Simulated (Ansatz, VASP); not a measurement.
**Cross-check of BaTiO3 between VASP and Ansatz**

One calculation is typed for both programs; each brings its own data sets. How far apart do they land? The cell is taken from a series of runs on this material, whose earlier steps may have relaxed, scaled, displaced or heated it; both programs get it as it stands.

Calculated with Ansatz 0.2.0; plane waves, with VASP 6.6.1 beside it; relaxation of cell and atoms at PBEsol.

## (1) Set-up

Symmetry: P4mm, No. 99, tetragonal system. Conventional cell: a = 3.990 Å, b = 3.990 Å, c = 4.023 Å, α = 90.00°, β = 90.00°, γ = 90.00°. Nearest to Ba lie 12 O at 2.80 to 2.87 Å. Ti has 6 O at 1.84 to 2.18 Å nearest. Nearest to O lie 2 Ti at 1.84 to 2.18 Å and 4 Ba at 2.82 Å. Nearest to O lie 2 Ti at 2.00 Å and 4 Ba at 2.80 to 2.87 Å. Farther neighbours and most contacts between anions are not listed.

## (2) VASP: relaxation of cell and atoms, PBEsol

The relaxed volume is the usual yardstick between codes: in a stiff, nearly cubic crystal its relative difference is about their pressure difference at one cell divided by the bulk modulus.

Lines of VASP's logs that name or quote its potential files are left out, and so is its time.

Contents of INCAR:

```
SYSTEM = BaTiO3
PREC = Accurate
ENCUT = 600
EDIFF = 1E-07
NELM = 120
ISMEAR = 0
SIGMA = 0.02
LREAL = .FALSE.
ALGO = Normal
GGA = PS
NBANDS = 26
LASPH = .TRUE.
LORBIT = 11
LWAVE = .FALSE.
LCHARG = .FALSE.
ISIF = 3
IBRION = 2
NSW = 80
EDIFFG = -0.005
GGA_COMPAT = .FALSE.
NELMIN = 4
EFERMI = MIDGAP
KPAR = 2
```

Contents of POSCAR:

```
BaTiO3
1.0
    3.9904800000      0.0000000000      0.0000000000
    0.0000000000      3.9904800000      0.0000000000
    0.0000000000      0.0000000000      4.0230300000
Ba Ti O
1 1 3
Direct
    0.0000000000      0.0000000000      0.0000000000
    0.5000000000      0.5000000000      0.5220000845
    0.5000000000      0.5000000000      0.9789999080
    0.5000000000      0.0000000000      0.4880000895
    0.0000000000      0.5000000000      0.4880000895
```

Contents of KPOINTS:

```
Automatic mesh
0
Gamma
6 6 6
0 0 0
```

Potentials, in the order of the species: Ba_sv, Ti_sv and O (PBE family, release 64).

Command:

```bash
$ mpirun -np 2 vasp_std
```

Numbers of over 12 decimals in the logs are rounded to 6 here.

Output:

```text
[banner, memory and clock lines left out]
running    2 mpi-ranks, on    1 nodes
 distrk:  each k-point on    1 cores,    2 groups
 distr:  one band on    1 cores,    1 groups

 POSCAR found type information on POSCAR BaTiO
 POSCAR found :  3 types and       5 ions
|                                                                             |
|               ----> ADVICE to this user running VASP <----                  |
|                                                                             |
|     You enforced a specific xc type in the INCAR file but a different       |
|     [... a line on the potential file left out ...]
|     I HOPE YOU KNOW WHAT YOU ARE DOING!                                     |
|                                                                             |

 LDA part: xc-table for (Slater+PW92), standard interpolation
 POSCAR, INCAR and KPOINTS ok, starting setup
 FFT: planning ... GRIDC
 FFT: planning ... GRID_SOFT
 FFT: planning ... GRID
 WAVECAR not read
 entering main loop
       N       E                     dE             d eps       ncg     rms          rms(c)
DAV:   1     0.476784055084E+03    0.47678E+03   -0.22906E+04  2080   0.185E+03
DAV:   2     0.834001549424E+01   -0.46844E+03   -0.45243E+03  2324   0.483E+02
DAV:   3    -0.494257661642E+02   -0.57766E+02   -0.56778E+02  2942   0.155E+02
DAV:   4    -0.520187013308E+02   -0.25929E+01   -0.25888E+01  3044   0.310E+01
DAV:   5    -0.520970948895E+02   -0.78394E-01   -0.78374E-01  2998   0.412E+00    0.232E+01
DAV:   6    -0.422178491650E+02    0.98792E+01   -0.60131E+01  3078   0.714E+01    0.994E+00
DAV:   7    -0.421620905620E+02    0.55759E-01   -0.10225E+01  2800   0.232E+01    0.678E+00
DAV:   8    -0.419945567206E+02    0.16753E+00   -0.10413E+00  2688   0.969E+00    0.258E+00
DAV:   9    -0.420134883241E+02   -0.18932E-01   -0.22407E-01  2732   0.305E+00    0.106E+00
DAV:  10    -0.420040005997E+02    0.94877E-02   -0.92113E-02  2726   0.257E+00    0.516E-01
DAV:  11    -0.420010801451E+02    0.29205E-02   -0.18618E-02  3110   0.108E+00    0.123E-01
DAV:  12    -0.420008632218E+02    0.21692E-03   -0.12993E-03  2426   0.357E-01    0.406E-02
DAV:  13    -0.420008863160E+02   -0.23094E-04   -0.62042E-04  3000   0.228E-01    0.605E-02
DAV:  14    -0.420008341456E+02    0.52170E-04   -0.17304E-04  2670   0.894E-02    0.150E-02
DAV:  15    -0.420008313549E+02    0.27907E-05   -0.23613E-05  2842   0.309E-02    0.355E-03
DAV:  16    -0.420008314353E+02   -0.80340E-07   -0.14236E-06  2418   0.955E-03    0.383E-03
DAV:  17    -0.420008312211E+02    0.21416E-06   -0.49163E-07  2434   0.495E-03    0.861E-04
DAV:  18    -0.420008312374E+02   -0.16274E-07   -0.43692E-08  1266   0.202E-03
   1 F= -.42000831E+02 E0= -.42000831E+02  d E =-.420008E+02
[... from here on, the cycles between the ionic steps are left out ...]
   2 F= -.42006054E+02 E0= -.42006054E+02  d E =-.522247E-02
   6 F= -.42007243E+02 E0= -.42007243E+02  d E =-.563898E-03
   7 F= -.42007325E+02 E0= -.42007325E+02  d E =-.645845E-03
   8 F= -.42007247E+02 E0= -.42007247E+02  d E =-.567906E-03
   9 F= -.42007336E+02 E0= -.42007336E+02  d E =-.656858E-03
  10 F= -.42007612E+02 E0= -.42007612E+02  d E =-.275985E-03
  11 F= -.42007785E+02 E0= -.42007785E+02  d E =-.448955E-03
  12 F= -.42007785E+02 E0= -.42007785E+02  d E =-.481016E-06
  13 F= -.42007808E+02 E0= -.42007808E+02  d E =-.227393E-04
  14 F= -.42007810E+02 E0= -.42007810E+02  d E =-.244888E-05
 trial-energy change:   -0.000002  1 .order   -0.000003   -0.000012    0.000007
 step:   0.8324(harm=  0.8324)  dis= 0.00014  next Energy=   -42.007812 (dE=-0.389E-05)
 bond charge predicted
       N       E                     dE             d eps       ncg     rms          rms(c)
DAV:   1    -0.420078162036E+02   -0.59068E-05   -0.39705E-04  2184   0.174E-01    0.185E-02
DAV:   2    -0.420078129840E+02    0.32195E-05   -0.21110E-05  2346   0.364E-02    0.878E-03
DAV:   3    -0.420078114387E+02    0.15453E-05   -0.45727E-06  2924   0.154E-02    0.263E-03
DAV:   4    -0.420078114405E+02   -0.17367E-08   -0.81953E-07  2738   0.566E-03
  15 F= -.42007811E+02 E0= -.42007811E+02  d E =-.368591E-05
 curvature:  -0.48 expect dE=-0.159E-05 dE for cont linesearch -0.127E-06
 trial: gam= 0.00000 g(F)=  0.235E-05 g(S)=  0.989E-06 ort =-0.169E-05 (trialstep = 0.123E+01)
 search vector abs. value=  0.333E-05
 reached required accuracy - stopping structural energy minimisation
```

OUTCAR, selected parts (step 2):

```text
ion  position               nearest neighbor table
   1  0.000  0.000  0.000-   4 2.80   5 2.80   5 2.80   4 2.80   3 2.82   3 2.82   3 2.82   3 2.82
                             4 2.87   5 2.87   4 2.87   5 2.87   2 3.41   2 3.41   2 3.41   2 3.41
   2  0.500  0.500  0.522-   3 1.84   4 2.00   5 2.00   4 2.00   5 2.00   3 2.18   1 3.41   1 3.41
                             1 3.41   1 3.41   1 3.52   1 3.52   1 3.52   1 3.52
   3  0.500  0.500  0.979-   2 1.84   2 2.18   1 2.82   1 2.82   1 2.82   1 2.82
   4  0.500  0.000  0.488-   2 2.00   2 2.00   1 2.80   1 2.80   1 2.87   1 2.87
   5  0.000  0.500  0.488-   2 2.00   2 2.00   1 2.80   1 2.80   1 2.87   1 2.87

  LATTYP: Found a simple tetragonal cell.
 ALAT       =     3.9904800000
 C/A-ratio  =     1.0081569135

 Subroutine GETGRP returns: Found  8 space group operations
 (whereof  8 operations were pure point group operations)

The static configuration has the point symmetry C_4v.

 Found     40 irreducible k-points:

   k-points           NKPTS =     40   k-points in BZ     NKDIM =     40   number of bands    NBANDS=     26

   dimension x,y,z NGX =    32 NGY =   32 NGZ =   32
   dimension x,y,z NGXF=    64 NGYF=   64 NGZF=   64

   ENCUT  =  600.0 eV  44.10 Ry    6.64 a.u.   7.97  7.97  8.03*2*pi/ulx,y,z

   NELECT =      40.0000    total number of electrons

 k-points in reciprocal lattice and weights: Automatic mesh
   0.00000000  0.00000000  0.00000000       0.005
   0.16666667  0.00000000  0.00000000       0.019
   0.33333333  0.00000000  0.00000000       0.019
   0.50000000  0.00000000  0.00000000       0.009
   0.16666667  0.16666667  0.00000000       0.019
   0.33333333  0.16666667  0.00000000       0.037
   0.50000000  0.16666667  0.00000000       0.019
   0.33333333  0.33333333  0.00000000       0.019
   0.50000000  0.33333333  0.00000000       0.019
[...]
0.50000000  0.33333333  0.50000000       0.019
   0.50000000  0.50000000  0.50000000       0.005

 average (electrostatic) potential at core
       1 -32.7654       2 -76.5666       3 -69.8248       4 -69.6316       5 -69.6316

 E-fermi :   4.6995

 k-point     1 :       0.0000    0.0000    0.0000
  band No.  band energies     occupation
    ...
     16       2.3472      2.00000
     17       2.5506      2.00000
     18       3.2741      2.00000
     19       3.3880      2.00000
     20       3.3880      2.00000
     21       5.5820      0.00000
     22       5.9835      0.00000
     23       5.9835      0.00000
     24       7.9649      0.00000
     25       8.0753      0.00000
    ...

 k-point     2 :       0.1667    0.0000    0.0000
  band No.  band energies     occupation
    ...
     16       2.1246      2.00000
     17       2.3884      2.00000
     18       2.8340      2.00000
     19       3.1189      2.00000
     20       3.2496      2.00000
     21       5.9865      0.00000
     22       6.1467      0.00000
     23       6.2347      0.00000
     24       8.0464      0.00000
     25       8.6584      0.00000
    ...

 k-point     3 :       0.3333    0.0000    0.0000
  band No.  band energies     occupation
    ...
     16       1.8938      2.00000
     17       1.9804      2.00000
     18       2.2236      2.00000
     19       2.7432      2.00000
     20       2.9087      2.00000
     21       6.0683      0.00000
     22       6.9950      0.00000
     23       7.0091      0.00000
     24       8.0331      0.00000
     25       9.4589      0.00000
    ...

  Total       -0.0000232     -0.0000232     -0.0101267      0.0000000      0.0000000      0.0000000
  in kB       -0.0005800     -0.0005800     -0.2535520      0.0000000      0.0000000      0.0000000
  external PRESSURE =      -0.0849040 kB  Pullay stress =       0.0000000 kB

  energy-cutoff  :      600.00
  volume of cell :       63.99
      direct lattice vectors                 reciprocal lattice vectors
     3.966743756  0.000000000  0.000000000     0.252095941  0.000000000  0.000000000
     0.000000000  3.966743756  0.000000000     0.000000000  0.252095941  0.000000000
     0.000000000 -0.000000000  4.066721289     0.000000000 -0.000000000  0.245898336

 POSITION                                       TOTAL-FORCE (eV/Angst)
 -----------------------------------------------------------------------------------
      0.00000     -0.00000      0.02329         0.000000      0.000000     -0.004232
      1.98337      1.98337      2.12343         0.000000     -0.000000      0.003146
      1.98337      1.98337      3.96440         0.000000      0.000000     -0.003327
      1.98337     -0.00000      1.98108         0.000000     -0.000000      0.002207
      0.00000      1.98337      1.98108         0.000000     -0.000000      0.002207
 -----------------------------------------------------------------------------------
    total drift:                                0.000000     -0.000000     -0.001290

  FREE ENERGIE OF THE ION-ELECTRON SYSTEM (eV)
  ---------------------------------------------------
  free  energy   TOTEN  =       -42.0078114405 eV

  energy  without entropy=      -42.0078114405  energy(sigma->0) =      -42.00781144

 reached required accuracy - stopping structural energy minimisation

 total charge
# of ion       s       p       d       tot
------------------------------------------
    1        2.003   5.634   0.339   7.977
    2        2.223   6.283   1.773  10.279
    3        1.560   3.451   0.000   5.011
    4        1.555   3.455   0.000   5.010
    5        1.555   3.455   0.000   5.010
--------------------------------------------------
tot          8.897  22.278   2.112  33.286

[... 3 further parts left out ...]
```

CONTCAR:

```
BaTiO3
   1.00000000000000
     3.9667437556043659    0.0000000000000000    0.0000000000000000
     0.0000000000000000    3.9667437556043659    0.0000000000000000
     0.0000000000000000   -0.0000000000000000    4.0667212893379157
  Ba              Ti              O
     1     1     3
Direct
     0.0000000000000000    0.0000000000000000    0.0057276721645754
     0.5000000000000000    0.5000000000000000    0.5221473126299110
     0.5000000000000000    0.5000000000000000    0.9748389227919134
     0.5000000000000000    0.0000000000000000    0.4871431319567976
     0.0000000000000000    0.5000000000000000    0.4871431319567976
```

This run has no spin polarisation, so a moment on Ti, if there is one, isn't seen.

(Part 1 of 2 ends here.)

[Lines on the potential files, build, host, timing and source positions are cut from VASP's logs without a mark.]

[Logs are printed without paths, hosts, clocks, repeated set-up lines and the standing remarks that a program may print on its own settings, such as how far it seeks lower states.]

[Hosts, paths, dates, database ids (printed as entryN), source tags and the programs' standing remarks are cut or masked in the printed files.]
